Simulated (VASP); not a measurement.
Input of a VASP 6.6.1 run:

The input INCAR:

```
SYSTEM = HfO2
PREC = Accurate
ENCUT = 600
EDIFF = 1E-7
ISMEAR = 0
SIGMA = 0.02
LREAL = .False.
LASPH = .True.
NELM = 60
ALGO = Fast
ISIF = 3
LWAVE = .False.
LCHARG = .False.
IBRION = 2
NSW = 90
EDIFFG = -0.005
```

Contents of KPOINTS:

```
regular mesh
0
Gamma
  8 8 8
  0 0 0
```

Contents of POSCAR:

```
HfO2
1.0
    0.0000000000      2.5160796100      2.5160796100
    2.5160796100      0.0000000000      2.5160796100
    2.5160796100      2.5160796100      0.0000000000
Hf O
1 2
Direct
    0.0000000000      0.0000000000      0.0000000000
    0.7500000000      0.7500000000      0.7500000000
    0.2500000000      0.2500000000      0.2500000000
```

Potentials or basis: VASP PAW LDA potentials, release 64 (Hf_pv, O).

Launch:

```console
$ cat potpaw_LDA.64/Hf_pv/POTCAR potpaw_LDA.64/O/POTCAR > POTCAR
$ mpirun -np 1 vasp_std > vasp.out
```

**Question.** Estimate the relaxed cell.

**Answer.** a = 3.521 Å, b = 3.521 Å, c = 3.521 Å, α = 60.00°, β = 60.00°, γ = 60.00°.

**Question.** Predict the space group after relaxing (to 0.05 Å).

**Answer.** Fm-3m (No. 225).

**Question.** Estimate the band gap on the k mesh.

**Answer.** 3.74 eV, direct.

**Question.** Estimate the relaxed volume.

**Answer.** 10.29 Å³/atom.

Final structure:
```
Hf O
1.0
     0.00000    2.48993    2.48993
     2.48993    0.00000    2.48993
     2.48993    2.48993    0.00000
Hf O
1 2
Direct
  0.00000 0.00000 0.00000
  0.75000 0.75000 0.75000
  0.25000 0.25000 0.25000
```

Caveat: spin-orbit coupling is left out, which moves the levels of the heavy elements. A k mesh can miss the band edges.
